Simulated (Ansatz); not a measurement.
The system is CaO.

```
Ca O
1.0
     0.00000    2.40356    2.40356
     2.40356    0.00000    2.40356
     2.40356    2.40356    0.00000
Ca O
1 1
Direct
  0.00000 0.00000 0.00000
  0.50000 0.50000 0.50000
```

The cell is a database's computed one.

Base run:

| Quantity | Value |
| --- | --- |
| Program | Ansatz 0.2.0 |
| Functional | PBEsol |
| Potentials or basis | all-electron LAPW, scalar-relativistic |
| Cutoff | 246 eV (chosen from the basis error) |
| Basis error allowed | 0.001 eV/atom |
| k mesh | 10 × 10 × 10 |
| Occupations | gaussian, width 0.05 eV |
| Spin | no spin polarisation |

Its results: band gap on the k mesh 3.55 eV, indirect (least direct gap 3.93 eV); pressure -2.7 GPa.

Task: The run is repeated on the same cell with these changes: functional from PBEsol to PBE; occupations from gaussian, width 0.05 eV to gaussian, width 0.013 eV. What comes out?

Result: Band gap on the k mesh 3.65 eV, indirect (least direct gap 4.03 eV); pressure 1.6 GPa.

A k mesh can miss the band edges.
